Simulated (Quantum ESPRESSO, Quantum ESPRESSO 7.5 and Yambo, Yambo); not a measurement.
**A GW chain in Yambo: Sb (buckled honeycomb monolayer)**

Aim: the G0W0 gap of Sb (buckled honeycomb monolayer) on PBE, step by step.

Method: PBE and many-body steps on it, plane waves, in Quantum ESPRESSO 7.5 and Yambo 5.3.0.

**Experimental background.**

- Gap 2.21 eV: optical gap from PL emission peak; photoluminescence, 355 nm excitation; monolayer (antimonene on antimony oxide after hydrogen reduction) (“Ultrathin high-κ antimony oxide single crystals”, 2020, pmc:7237679).

**1. Starting point**

The cell holds 2 atoms: 2 Sb. Cell: a = 4.136 Å, b = 4.136 Å, c = 14.000 Å, α = 90.0°, β = 90.0°, γ = 120.0°. Vacuum lies along c.

The structure was relaxed with PBE. The runs that relaxed it are not among those shown. Spin-orbit coupling is left out unless a step names it.

**2. Ground state**

This step: Quantum ESPRESSO 7.5; DFT, PBE, plane waves, norm-conserving pseudopotentials.

The ground-state density comes first.

Contents of pw.in:

```
&control
  calculation = 'scf'
  prefix = 'x'
  outdir = 'o'
  pseudo_dir = 'pseudo'
/
&system
  ibrav = 0
  nat = 2
  ntyp = 1
  ecutwfc = 88.0
  nbnd = 28
  force_symmorphic = .true.
/
&electrons
  conv_thr = 1e-10
  electron_maxstep = 80
  mixing_beta = 0.5
/
ATOMIC_SPECIES
  Sb 121.76 Sb.upf
CELL_PARAMETERS angstrom
  4.1361780812 0.0000000002 0.0000000000
  -2.0680890408 3.5820352928 0.0000000000
  0.0000000000 0.0000000000 14.0000000000
ATOMIC_POSITIONS crystal
  Sb 0.3333333333 0.6666666667 0.4417690704
  Sb 0.6666666667 0.3333333333 0.5582309296
K_POINTS automatic
  9 9 1 0 0 0
```

Run with:

```bash
$ OMP_NUM_THREADS=1 mpirun -n 8 pw.x -nk 8 -in pw.in > pw.out
```

The program printed:

```text
Program PWSCF v.7.5 starts

     This program is part of the open-source Quantum ESPRESSO suite
     for quantum simulation of materials; please cite
         "P. Giannozzi et al., J. Phys.:Condens. Matter 21 395502 (2009);
         "P. Giannozzi et al., J. Phys.:Condens. Matter 29 465901 (2017);
         "P. Giannozzi et al., J. Chem. Phys. 152 154105 (2020);
     in publications or presentations arising from this work. More details at
     Message from routine setup:
     using ibrav=0 with symmetry is DISCOURAGED, use correct ibrav instead

     G-vector sticks info

     bravais-lattice index     =            0
     lattice parameter (alat)  =       7.8162  a.u.
     unit-cell volume          =    1399.7605 (a.u.)^3
     number of atoms/cell      =            2
     number of atomic types    =            1
     number of electrons       =        46.00
     number of Kohn-Sham states=           28
     kinetic-energy cutoff     =      88.0000  Ry
     charge density cutoff     =     352.0000  Ry
     scf convergence threshold =      1.0E-10
     mixing beta               =       0.5000
     number of iterations used =            8  plain     mixing
     Exchange-correlation= PBE
                           (   1   4   3   4   0   0   0)

     celldm(1)=   7.816244  celldm(2)=   0.000000  celldm(3)=   0.000000
     celldm(4)=   0.000000  celldm(5)=   0.000000  celldm(6)=   0.000000

     crystal axes: (cart. coord. in units of alat)
               a(1) = (   1.000000   0.000000   0.000000 )
               a(2) = (  -0.500000   0.866025   0.000000 )
               a(3) = (   0.000000   0.000000   3.384767 )

     reciprocal axes: (cart. coord. in units 2 pi/alat)
               b(1) = (  1.000000  0.577350 -0.000000 )
               b(2) = ( -0.000000  1.154701  0.000000 )
               b(3) = (  0.000000 -0.000000  0.295441 )
     Pseudo is Norm-conserving + core correction, Zval = 23.0
     Generated using ONCVPSP code by D. R. Hamann
     Using radial grid of 1434 points,  6 beta functions with:
     Sb               23.00   121.76000     Sb( 1.00)

     12 Sym. Ops., with inversion, found

   Cartesian axes

     site n.     atom                  positions (alat units)
         1        Sb     tau(   1) = (  -0.0000000   0.5773503   1.4952855  )
         2        Sb     tau(   2) = (   0.5000000   0.2886751   1.8894818  )

     number of k points=    12
                       cart. coord. in units 2pi/alat
        k(    1) = (   0.0000000   0.0000000   0.0000000), wk =   0.0246914
        k(    2) = (  -0.0000000   0.1283001   0.0000000), wk =   0.1481481
        k(    3) = (  -0.0000000   0.2566001   0.0000000), wk =   0.1481481
        k(    4) = (  -0.0000000   0.3849002   0.0000000), wk =   0.1481481
        k(    5) = (  -0.0000000   0.5132002   0.0000000), wk =   0.1481481
        k(    6) = (   0.1111111   0.1924501   0.0000000), wk =   0.1481481
        k(    7) = (   0.1111111   0.3207501   0.0000000), wk =   0.2962963
        k(    8) = (   0.1111111   0.4490502   0.0000000), wk =   0.2962963
        k(    9) = (   0.1111111   0.5773503   0.0000000), wk =   0.1481481
        k(   10) = (   0.2222222   0.3849002   0.0000000), wk =   0.1481481
        k(   11) = (   0.2222222   0.5132002   0.0000000), wk =   0.2962963
        k(   12) = (   0.3333333   0.5773503   0.0000000), wk =   0.0493827

     Dense  grid:   156151 G-vectors     FFT dimensions: (  48,  48, 160)

     Initial potential from superposition of free atoms

     starting charge      45.9989, renormalised to      46.0000
     Starting wfcs are   26 randomized atomic wfcs +    2 random wfcs

     per-process dynamical memory:   101.8 Mb

     Self-consistent Calculation

     iteration #  1     ecut=    88.00 Ry     beta= 0.50

     Threshold (ethr) on eigenvalues was too large:
     Diagonalizing with lowered threshold

     total energy              =   -1011.82017508 Ry
     estimated scf accuracy    <       0.01740132 Ry

     iteration #  2     ecut=    88.00 Ry     beta= 0.50

     total energy              =   -1011.82048792 Ry
     estimated scf accuracy    <       0.00310981 Ry

     iteration #  3     ecut=    88.00 Ry     beta= 0.50

     total energy              =   -1011.82065142 Ry
     estimated scf accuracy    <       0.00008639 Ry

     iteration #  4     ecut=    88.00 Ry     beta= 0.50

     total energy              =   -1011.82065778 Ry
     estimated scf accuracy    <       0.00000967 Ry

     iteration #  5     ecut=    88.00 Ry     beta= 0.50

     total energy              =   -1011.82065906 Ry
     estimated scf accuracy    <       0.00000034 Ry

     iteration #  6     ecut=    88.00 Ry     beta= 0.50

     total energy              =   -1011.82065913 Ry
     estimated scf accuracy    <       0.00000003 Ry

     iteration #  7     ecut=    88.00 Ry     beta= 0.50

     total energy              =   -1011.82065914 Ry
     estimated scf accuracy    <          2.7E-09 Ry

     iteration #  8     ecut=    88.00 Ry     beta= 0.50

     total energy              =   -1011.82065914 Ry
     estimated scf accuracy    <          1.2E-10 Ry

     iteration #  9     ecut=    88.00 Ry     beta= 0.50

     End of self-consistent calculation

          k = 0.0000 0.0000 0.0000 ( 19537 PWs)   bands (ev):

  -143.8395-143.8388 -96.8107 -96.8107 -96.8067 -96.8067 -96.7646 -96.7609
   -28.6680 -28.6680 -28.5978 -28.5978 -28.5536 -28.4933 -28.4933 -28.4585
   -28.4155 -28.4155 -11.3212  -6.3925  -0.6609  -0.1418  -0.1418   1.4246
     2.6552   2.6552   4.3125   4.4133

          k =-0.0000 0.1283 0.0000 ( 19530 PWs)   bands (ev):

  -143.8395-143.8388 -96.8107 -96.8106 -96.8068 -96.8067 -96.7645 -96.7610
   -28.6671 -28.6618 -28.5970 -28.5940 -28.5522 -28.4959 -28.4934 -28.4602
   -28.4224 -28.4159 -11.1919  -6.3966  -1.2029  -0.6130  -0.4180   1.9387
     2.6975   2.9197   4.4573   4.5865

          k =-0.0000 0.2566 0.0000 ( 19540 PWs)   bands (ev):

  -143.8394-143.8389 -96.8108 -96.8104 -96.8071 -96.8066 -96.7641 -96.7613
   -28.6651 -28.6448 -28.5947 -28.5833 -28.5471 -28.5037 -28.4947 -28.4657
   -28.4409 -28.4169 -10.8125  -6.5170  -2.4632  -0.9422  -0.5888   1.3665
     3.3059   3.3613   4.7972   4.9724

          k =-0.0000 0.3849 0.0000 ( 19518 PWs)   bands (ev):

     [... further k-points ...]

     highest occupied, lowest unoccupied level (ev):    -0.1418    1.1990

!    total energy              =   -1011.82065914 Ry
     estimated scf accuracy    <          6.3E-12 Ry

     The total energy is the sum of the following terms:
     one-electron contribution =   -2032.75721257 Ry
     hartree contribution      =     984.57563490 Ry
     xc contribution           =    -138.56970172 Ry
     ewald contribution        =     174.93062025 Ry

     convergence has been achieved in   9 iterations

     XML data file, charge density, pseudopotentials, collected wavefunctions

=------------------------------------------------------------------------------=
   JOB DONE.
=------------------------------------------------------------------------------=
```

Elapsed: 25 s, on 8 MPI ranks of Intel Xeon 6975P-C (Granite Rapids), shared host; peak memory 1.3 GiB.

Numbers from this step:

| Quantity | Value |
| --- | --- |
| total energy | -13766.5214 eV |
| gap | 1.341 eV |
| k of the valence top | 0, 0, 0 |
| k of the conduction bottom | 0, 0.3333, 0 |
| least direct gap | 1.566 eV |

The gap is indirect, with the least direct gap 0.23 eV higher.

**3. Empty states on the mesh, 6×6×1 mesh, 120 bands**

The sums over transitions need many empty states on a uniform mesh; this step solves for them.

Changes to pw.in since step 2:

```diff
@@ -1,3 +1,3 @@
 &control
-  calculation = 'scf'
+  calculation = 'nscf'
   prefix = 'x'
@@ -11,3 +11,3 @@
   ecutwfc = 88.0
-  nbnd = 28
+  nbnd = 120
   force_symmorphic = .true.
@@ -15,5 +15,6 @@
 &electrons
-  conv_thr = 1e-10
+  conv_thr = 1e-9
   electron_maxstep = 80
-  mixing_beta = 0.5
+  diago_full_acc = .true.
+  diago_thr_init = 5e-6
 /
@@ -29,2 +30,2 @@
 K_POINTS automatic
-  9 9 1 0 0 0
+  6 6 1 0 0 0
```

Run with:

```bash
$ OMP_NUM_THREADS=1 mpirun -n 8 pw.x -nk 4 -in pw.in > pw.out
```

The program printed:

```text
[banner, memory and clock lines left out]
Program PWSCF v.7.5 starts

     Atomic positions and unit cell read from directory:
     o/x.save/

     Message from routine setup:
     using ibrav=0 with symmetry is DISCOURAGED, use correct ibrav instead

     bravais-lattice index     =            0
     lattice parameter (alat)  =       7.8162  a.u.
     unit-cell volume          =    1399.7605 (a.u.)^3
     number of atoms/cell      =            2
     number of atomic types    =            1
     number of electrons       =        46.00
     number of Kohn-Sham states=          120
     kinetic-energy cutoff     =      88.0000  Ry
     charge density cutoff     =     352.0000  Ry
     Exchange-correlation= PBE
                           (   1   4   3   4   0   0   0)

     celldm(1)=   7.816244  celldm(2)=   0.000000  celldm(3)=   0.000000
     celldm(4)=   0.000000  celldm(5)=   0.000000  celldm(6)=   0.000000

     crystal axes: (cart. coord. in units of alat)
               a(1) = (   1.000000   0.000000   0.000000 )
               a(2) = (  -0.500000   0.866025   0.000000 )
               a(3) = (   0.000000   0.000000   3.384767 )

     reciprocal axes: (cart. coord. in units 2 pi/alat)
               b(1) = (  1.000000  0.577350 -0.000000 )
               b(2) = ( -0.000000  1.154701  0.000000 )
               b(3) = (  0.000000 -0.000000  0.295441 )
     Pseudo is Norm-conserving + core correction, Zval = 23.0
     Generated using ONCVPSP code by D. R. Hamann
     Using radial grid of 1434 points,  6 beta functions with:
     Sb               23.00   121.76000     Sb( 1.00)

     12 Sym. Ops., with inversion, found

   Cartesian axes

     site n.     atom                  positions (alat units)
         1        Sb     tau(   1) = (  -0.0000000   0.5773503   1.4952855  )
         2        Sb     tau(   2) = (   0.5000000   0.2886751   1.8894818  )

     number of k points=     7
                       cart. coord. in units 2pi/alat
        k(    1) = (   0.0000000   0.0000000   0.0000000), wk =   0.0555556
        k(    2) = (  -0.0000000   0.1924501   0.0000000), wk =   0.3333333
        k(    3) = (  -0.0000000   0.3849002   0.0000000), wk =   0.3333333
        k(    4) = (   0.0000000  -0.5773503   0.0000000), wk =   0.1666667
        k(    5) = (   0.1666667   0.2886751   0.0000000), wk =   0.3333333
        k(    6) = (   0.1666667   0.4811252   0.0000000), wk =   0.6666667
        k(    7) = (   0.3333333   0.5773503   0.0000000), wk =   0.1111111

     Dense  grid:   156151 G-vectors     FFT dimensions: (  48,  48, 160)

     The potential is recalculated from file :
     o/x.save/charge-density

     Starting wfcs are   26 randomized atomic wfcs +   94 random wfcs

     Band Structure Calculation

     End of band structure calculation

          k = 0.0000 0.0000 0.0000 ( 19537 PWs)   bands (ev):

  -143.8395-143.8387 -96.8106 -96.8106 -96.8067 -96.8067 -96.7645 -96.7609
   -28.6680 -28.6680 -28.5978 -28.5978 -28.5536 -28.4933 -28.4933 -28.4585
   -28.4154 -28.4154 -11.3212  -6.3924  -0.6609  -0.1418  -0.1418   1.4247
     2.6552   2.6552   4.3125   4.4133   6.2864   7.1742   7.5660   8.0423
[...]
[... 3 further rows ...]
[...]
k =-0.0000 0.1925 0.0000 ( 19550 PWs)   bands (ev):

  -143.8394-143.8388 -96.8107 -96.8105 -96.8069 -96.8066 -96.7643 -96.7611
[...]
[... 3 further rows ...]
[...]
k =-0.0000 0.3849 0.0000 ( 19518 PWs)   bands (ev):

  -143.8393-143.8389 -96.8109 -96.8100 -96.8075 -96.8065 -96.7637 -96.7616
[...]
[... 3 further rows ...]
    31.2304  31.6224  31.6793  31.8460  32.3269  32.6627  32.7705  32.8115
    33.3553  33.6749  33.9115  34.2591  34.3915  34.8215  35.1940  35.4289

          k = 0.0000-0.5774 0.0000 ( 19516 PWs)   bands (ev):

     [... further k-points ...]

     highest occupied, lowest unoccupied level (ev):    -0.1418    1.1990

     XML data file, pseudopotentials, collected wavefunctions
```

Elapsed: 22 s, on 8 MPI ranks; peak memory 1.3 GiB.

This step gave:

```
gap                                                           : 1.341 eV
k of the valence top                                          : 0, 0, 0
k of the conduction bottom                                    : 0, 0.3333, 0
least direct gap                                              : 1.566 eV
k points computed                                             : 7
lowest point of the top converged band, above the valence top : 34.24 eV
```

On this mesh the gap is 1.341 eV.

**4. Conversion and set-up**

This step: Yambo 5.3.0; conversion and set-up on PBE, plane waves, norm-conserving pseudopotentials.

The states are converted to the many-body program's format and the q mesh is built.

Run with:

```bash
$ (cd o/x.save; p2y > p2y.log; mv SAVE ../..); yambo > setup.log
```

The program printed:

```text
 Yambo, version 5.3.0

 [02] CORE Variables Setup
 =========================

  [02.01] Unit cells
  ==================

  Cell kind             :  HCP
  Atoms in the cell     :  Sb
  number of Sb atoms    :  2

  List of atomic masses
  Mass of Sb    :  121.7600

  List of atomic coordinates    : [cc]
  Sb1       : -0.64278E-09   4.5127       11.688      order 1
  Sb2       :   3.90812   2.25636  14.76865  order 2

  Alat factors          :   7.81624   6.76907  26.45617 [a.u.]
  Direct lattice volume :   1399.76    [a.u.]
  Direct lattice vectors:  A[ 1 ]  A[ 2 ]  A[ 3 ]
   A[ 1 ]:   1.0000      0.55834E-10   0.0000      [iru]
    7.8162      0.37795E-09   0.0000      [cc]
   A[ 2 ]: -0.500000  1.000000  0.000000  [iru]
  -3.908122  6.769066  0.000000  [cc]
   A[ 3 ]:  0.000000  0.000000  1.000000  [iru]
    0.00000   0.00000  26.45617  [cc]

  Recip. lattice volume :  0.177209 [a.u.]
  Recip. lattice vectors:  B[ 1 ]  B[ 2 ]  B[ 3 ]
   B[ 1 ]:  1.000000  0.500000  0.000000  [iku]
   0.803863  0.464110 -0.000000  [cc]
   B[ 2 ]: -0.55834E-10   1.0000       0.0000      [iku]
  -0.44883E-10  0.92822       0.0000      [cc]
   B[ 3 ]:  0.000000  0.000000  1.000000  [iku]
   0.000000 -0.000000  0.237494  [cc]

  [02.02] Symmetries
  ==================

  Inversion symmetry    : yes
  Spatial inversion     : yes
  Inversion index       :   7
  K-space Time-reversal : no
  Magnetic symmetries   : no
  Group table correct   : yes
  Symmetries units      :  [cc]

   [S  1]:   1.0000      0.16387E-26   0.0000      0.54215E-16   1.0000       0.0000       0.0000       0.0000       1.0000
   [S  2]:   1.0000      0.96708E-10   0.0000      0.11167E-09  -1.0000       0.0000       0.0000       0.0000      -1.0000
   [S  3]: -0.500000  0.866025  0.000000 -0.866025 -0.500000  0.000000  0.000000  0.000000  1.000000
[...]
[S 11]:  0.500000  0.866025  0.000000  0.866025 -0.500000  0.000000  0.000000  0.000000  1.000000
   [S 12]:  0.500000 -0.866025  0.000000 -0.866025 -0.500000  0.000000  0.000000  0.000000  1.000000

  [02.03] Reciprocal space
  ========================

  nG shells         :   6857
  nG charge         :  156151
  nG WFs            :  22953
  nC WFs            :  19550
  G-vecs. in first 80 shells:  [ Number ]
     1    3    5    7   13   15   27   39   51
    53   65   67   79   85   97   99  111  123
   135  141  153  165  167  179  191  203  215
[...]
813   825   837   839   851   863   887   899
  ...
  Shell energy in first 80 shells:  [ mHa ]
[...]
4061.05      4112.56      4130.99      4328.40      4397.46      4491.85      4543.36      4582.21      4704.80
    4766.09      4820.49      4892.43      5135.60      5169.56      5196.89      5197.76      5259.05      5282.37
    5299.92      5353.44      5423.38      5527.54      5600.36      5620.79      5628.56      5682.08
  ...

[...]
K/Q-points units:
  rlu = crystal or reduced units; cc = cartesian coordinates; iku = interal k-units

  K [1]          [rlu]:  0.000000  0.000000  0.000000
         WF components:  19537
  K [2]          [rlu]:  0.16292E-26  0.16667       0.0000
         WF components:  19550
  K [3]          [rlu]:  0.32583E-26  0.33333       0.0000
         WF components:  19518
  K [4]          [rlu]: -0.65031E-26 -0.50000       0.0000
         WF components:  19516
  K [5]          [rlu]:  0.166667  0.166667  0.000000
         WF components:  19518
  K [6]          [rlu]:  0.166667  0.333333  0.000000
         WF components:  19518
  K [7]          [rlu]:  0.333333  0.333333  0.000000
         WF components:  19548

  [02.05] Energies & Occupations
  ==============================

  [X] === General ===
  [X] Electronic Temperature                        :  0.000000  0.000000 [eV K]
  [X] Bosonic    Temperature                        :  0.000000  0.000000 [eV K]
  [X] Finite Temperature mode                       : no
  [X] El. density                                   :  0.22177E+24 [cm-3]
  [X] Fermi Level                                   : -0.141805 [eV]

  [X] === Gaps and Widths ===
  [X] Conduction Band Min                           :  1.340774 [eV]
  [X] Valence Band Max                              :  0.000000 [eV]
  [X] Filled Bands                                  :  23
  [X] Empty Bands                                   :   24  120
  [X] Direct Gap                                    :  1.566464 [eV]
  [X] Direct Gap localized at k                     :  1
  [X] Indirect Gap                                  :  1.340774 [eV]
  [X] Indirect Gap between kpts                     :  1  3
  [X] Last valence band width                       :  1.735337 [eV]
  [X] 1st conduction band width                     :  0.892510 [eV]

  E @ K [1]:  [eV]
  -143.6976 -143.6969  -96.6688  -96.6688  -96.6649  -96.6649  -96.6227  -96.6191
[...]
occ @ K [1]
[...]
E @ K [2]:  [eV]
[...]
occ @ K [2]
[...]
E @ K [3]:  [eV]
[...]
occ @ K [3]
[...]
E @ K [4]:  [eV]
[...]
occ @ K [4]
[...]
E @ K [5]:  [eV]
[...]
occ @ K [5]
[...]
E @ K [6]:  [eV]
[...]
occ @ K [6]
[...]
E @ K [7]:  [eV]
[...]
occ @ K [7]
[...]
0.000000  0.000000  0.000000  0.000000  0.000000  0.000000  0.000000  0.000000
   0.000000  0.000000  0.000000  0.000000  0.000000  0.000000  0.000000  0.000000

 [03] Transferred momenta grid and indexing
 ==========================================

 IBZ Q-points                                      :   7
 BZ  Q-points                                      :   36

 K/Q-points units:
 rlu = crystal or reduced units; cc = cartesian coordinates; iku = interal k-units

 Q [1]          [rlu]:  0.000000  0.000000  0.000000
 Q [2]          [rlu]:  0.10434E-16  0.16667       0.0000
 Q [3]          [rlu]:  0.20867E-16  0.33333       0.0000
 Q [4]          [rlu]: -0.31301E-16 -0.50000       0.0000
 Q [5]          [rlu]:  0.166667  0.166667  0.000000
 Q [6]          [rlu]:  0.166667  0.333333  0.000000
 Q [7]          [rlu]:  0.333333  0.333333  0.000000

  [03.01] X indexes
  =================

   [03.01.01] Sigma indexes
   ========================

 [06] Game Over & Game summary
```

Elapsed: 3.1 s, on 1 MPI rank; peak memory 0.27 GiB.

(Part 1 of 2 ends here.)

[Paths, hosts, dates, memory and timing lines, banners, echoed tables and standing remarks are left out of the program output.]

[Logs are printed without paths, hosts, clocks, repeated set-up lines and the standing remarks that a program may print on its own settings, such as how far it seeks lower states.]

[Runs of the session that timed out or met a known fault of the program may be left out.]

[Hosts, paths, dates, database ids (printed as entryN), source tags and the programs' standing remarks are cut or masked in the printed files.]
